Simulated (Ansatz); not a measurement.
Crystal: TiO2.

```
Ti O
1.0
     2.96826    0.00000    0.00000
     0.00021    4.70761    0.00000
     1.48357    0.24235    7.08346
Ti O
3 6
Cartesian
  0.0111 0.0020 0.0050
  1.4933 2.3377 2.2452
  2.9797 2.6161 4.8486
  1.4969 0.9041 0.9105
  2.9795 1.5111 3.2009
  1.4967 1.6498 5.7110
  2.9804 3.3042 1.3825
  1.4963 3.4427 3.8925
  2.9811 4.0496 6.1826
```

The cell comes from a database or a generator and needn't be the stable form of this composition.

- Program: Ansatz 0.2.0
- Task: relaxation of cell and atoms
- Functional: RPBE
- Potentials or basis: Ansatz PAW
- Cutoff: 420 eV (not typed: the program's choice for these potentials)
- k mesh: 9 × 6 × 4
- Occupations: fermi-dirac, width 0.05 eV
- Spin: no spin polarisation

At the start: volume 11.00 Å³/atom.

**Question.** Where does the relaxation end?

**Answer.** It ends after 23 steps and the volume is 11.64 Å³/atom (+5.8 %); space group P1 (No. 1, to 0.05 Å).

The path:
| step | energy change (eV) | largest force (eV/Å) | volume (Å³) |
| --- | --- | --- | --- |
| 1 | 0.0000 | 0.3163 | 98.98 |
| 2 | -0.0852 | 0.1713 | 102.34 |
| 3 | -0.0907 | 0.0634 | 103.40 |
| 4 | -0.0909 | 0.0524 | 103.54 |
| 5 | -0.0912 | 0.0438 | 103.56 |
| 6 | -0.0915 | 0.0268 | 103.56 |
| 7 | -0.0917 | 0.0179 | 103.55 |
| 8 | -0.0919 | 0.0089 | 103.55 |
| 9 | -0.0920 | 0.0063 | 103.54 |
| 10 | -0.0919 | 0.0096 | 103.56 |
| 11 | -0.0920 | 0.0082 | 103.54 |
| 12 | -0.0920 | 0.0102 | 103.54 |
| 13 | -0.0922 | 0.0373 | 103.52 |
| 14 | -0.0924 | 0.0604 | 103.50 |
| 15 | -0.0985 | 0.0400 | 103.94 |
| 16 | -0.0987 | 0.0323 | 104.02 |
| 17 | -0.0988 | 0.0555 | 104.04 |
| 18 | -0.0990 | 0.0146 | 104.29 |
| 19 | -0.0992 | 0.0051 | 104.25 |
| 20 | -0.1268 | 0.0051 | 104.25 |
| 21 | -0.1256 | 0.0349 | 104.79 |
| 22 | -0.1258 | 0.0027 | 104.77 |
| 23 | -0.1279 | 0.0028 | 104.77 |

Final structure:
```
CELL_PARAMETERS angstrom
3.00823 0.00849 -0.00558
0.01367 4.84644 -0.02225
1.49091 0.22027 7.18232
ATOMIC_POSITIONS crystal
Ti 0.95866 0.00043 0.00070
Ti 0.31837 0.48689 0.31681
Ti 0.69600 0.51371 0.68467
O 0.44747 0.18698 0.12893
O 0.78827 0.30473 0.44971
O 0.10330 0.30569 0.80530
O 0.91508 0.69530 0.19597
O 0.22952 0.69558 0.55174
O 0.57620 0.81407 0.87250
```

Caveat: the plane-wave basis is chosen anew once the cell has moved, so the energies of steps on either side of that aren't comparable; the pressure holds a Pulay correction of +0.6 GPa for the finite cutoff; the PAW data sets come from PBE, with cores solved anew for the run's functional, which leaves a small shift of forces and pressure.
